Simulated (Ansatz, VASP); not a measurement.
## As in VASP and in Ansatz

INCAR

```
SYSTEM = As
PREC = Accurate ; ENCUT = 600
EDIFF = 1E-6 ; ISMEAR = 0
SIGMA = 0.1 ; LREAL = .FALSE.
LASPH = .TRUE. ; NELM = 100
ALGO = Normal ; ISIF = 3
LWAVE = .FALSE. ; LCHARG = .FALSE.
GGA = PE ; IVDW = 12
IBRION = 2 ; NSW = 100
EDIFFG = -0.005
```

File KPOINTS:

```
regular mesh
0
G
  12 12 10
  0 0 0
```

POSCAR

```
As
1.0
    1.8709701765     -5.4115388577      0.0000000000
    1.8709701765      5.4115388577      0.0000000000
    0.0000000000      0.0000000000      4.2851748466
As
4
Direct
    0.1127112886      0.8872887114      0.9447227918
    0.6127112886      0.3872887114      0.5552772082
    0.8872887114      0.1127112886      0.0552772082
    0.3872887114      0.6127112886      0.4447227918
```

Input for Ansatz:

```yaml
crystal:
  lattice:
    - [1.8709701814, -5.4115389082, 0.0]
    - [1.8709701814, 5.4115389082, 0.0]
    - [0.0, 0.0, 4.2851748528]
  atoms:
    - { symbol: As, position: [0.1127112876, 0.8872887124, 0.0552772093] }
    - { symbol: As, position: [0.6127112876, 0.3872887124, 0.4447227907] }
    - { symbol: As, position: [0.8872887124, 0.1127112876, 0.9447227907] }
    - { symbol: As, position: [0.3872887124, 0.6127112876, 0.5552772093] }
basis:
  ecutwfc: 420
kpoints:
  mp_grid: { grid: [12, 12, 10] }
hamiltonian:
  xc: pbe
  dispersion: d3bj
scf:
  occupations: { method: gaussian, width: 0.1 }
output:
  forces: true
  stress: true
  eigenvalues: true
relax:
  adjacent_minimum: "off"
  f_tol: 0.005
  max_steps: 80
  cell: { stress_tol: 0.05 }
```

This isn't the form of As at room conditions, which is rhombohedral.

Alike in both runs: task relaxation of cell and atoms; functional PBE; dispersion D3(BJ); k mesh 12 × 12 × 10; occupations gaussian, width 0.1 eV; no spin polarisation.

|  | VASP | Ansatz |
| --- | --- | --- |
| version | VASP 6.6.1 | Ansatz 0.2.0 |
| potentials or method | VASP PAW PBE potentials, release 64 (As) | scalar-relativistic, plane waves, PAW |
| plane-wave cutoff (eV) | 600 | 420 |
| valence electrons in the cell | 20 | 60 |

Ansatz gave:

- gap on the k mesh at the Fermi level, each at its own relaxed structure (eV): none
- relaxed volume (Å³/atom): 21.74
- relaxed cell length with the largest relative difference (Å): 4.299

Q: Estimate VASP's values.

A: gap on the k mesh at the Fermi level, each at its own relaxed structure (eV): none; relaxed volume (Å³/atom): 21.76; relaxed cell length with the largest relative difference (Å): 4.292.

A gap of «none» marks a metal or a gap that the smearing closes. The two sets of potentials don't hold the same shells in valence.

Caveats: pairwise dispersion overbinds metals, which lowers pressure and volume. Zero-point motion and thermal expansion aren't in these numbers.
